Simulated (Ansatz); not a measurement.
Rocksalt NaI, relaxed with r2SCAN in Ansatz 0.2.0. The symmetry is Fm-3m (No. 225, cubic); a = 6.459 Å in the conventional setting, 33.69 Å³ an atom. Na is surrounded by 6 I at 3.23 Å; I is surrounded by 6 Na at 3.23 Å.

The axes x, y and z are those of this cell:
```
Na I
1.0
     0.00000    3.22972    3.22972
     3.22972    0.00000    3.22972
     3.22972    3.22972    0.00000
Na I
1 1
Cartesian
  0.0000 0.0000 0.0000
  3.2297 3.2297 3.2297
```

Unstrained: PBE gives a direct gap of 3.661 eV at Γ. The r2SCAN gap is direct at Γ: 4.449 eV. The HSE06 gap is direct at Γ: 4.692 eV. Meshes: PBE 8×8×8, r2SCAN 8×8×8, HSE06 6×6×6. Strains are changes of length per length, and xy shears are angles. After each strain the atoms were relaxed again with r2SCAN within the symmetry that the strain leaves, so tilts or polar shifts that break it weren't tested; points keep the names that they have in the unstrained zone. Calculated for a static, non-magnetic cell.

(1) Estimate what uniaxial -0.5 % along z, other directions held does to the gap.

(2) For epitaxial +1.0 % in the plane normal to [111], how far does the free direction move, and what happens to the gap?

(3) Estimate what xy shear, engineering strain (angle) -0.5 % does to the gap.

(4) Apply uniaxial +5.0 % along x, other directions held. How far does the gap move, against the unstrained cell?

(5) Estimate what isotropic -4.0 % on every length does to the gap.

(6) Order the strained cells by their HSE06 gap, smallest first.
A. uniaxial +5.0 % along x, other directions held
B. xy shear, engineering strain (angle) -0.5 %
C. epitaxial +1.0 % in the plane normal to [111]
D. uniaxial -0.5 % along z, other directions held
E. isotropic -4.0 % on every length

Results:

(1) PBE: the gap goes from 3.661 to 3.672 eV (+0.011 eV). r2SCAN: the gap goes from 4.449 to 4.462 eV (+0.013 eV). HSE06: the gap goes from 4.692 to 4.704 eV (+0.012 eV). The r2SCAN energy rises by 0.1 meV an atom.

(2) The normal strain at zero normal stress is -0.80 %, 0.80 of the in-plane strain with the sign turned. PBE: the gap goes from 3.661 to 3.576 eV (-0.085 eV); with r2SCAN the top three valence levels at Γ, degenerate before, become 1+2 from the top over 79 meV. r2SCAN: the gap goes from 4.449 to 4.357 eV (-0.092 eV). HSE06: the gap goes from 4.692 to 4.602 eV (-0.090 eV).

(3) PBE: the gap goes from 3.661 to 3.650 eV (-0.011 eV); with r2SCAN the top three valence levels at Γ, degenerate before, become 1+1+1 from the top over 23 meV. r2SCAN: the gap goes from 4.449 to 4.437 eV (-0.012 eV). HSE06: the gap goes from 4.692 to 4.680 eV (-0.012 eV). The r2SCAN energy rises by 0.0 meV an atom.

(4) PBE: the gap goes from 3.661 to 3.509 eV (-0.152 eV); with r2SCAN the top three valence levels at Γ, degenerate before, become 1+2 from the top over 48 meV. r2SCAN: the gap goes from 4.449 to 4.277 eV (-0.172 eV). HSE06: the gap goes from 4.692 to 4.528 eV (-0.164 eV). The r2SCAN energy rises by 7.4 meV an atom.

(5) PBE: the gap goes from 3.661 to 4.030 eV (+0.369 eV). r2SCAN: the gap goes from 4.449 to 4.872 eV (+0.423 eV). HSE06: the gap goes from 4.692 to 5.089 eV (+0.397 eV). The r2SCAN energy rises by 30.7 meV an atom.

(6) A (4.53 eV), C (4.60 eV), B (4.68 eV), D (4.70 eV), E (5.09 eV).

Spin-orbit coupling is left out, which matters wherever the heavy atoms make up the band edges.

The meshes of the hybrids are coarse, so their gaps aren't converged to the digits shown.

The splittings at Γ are without spin-orbit coupling, which regroups them where it is of like size or larger.
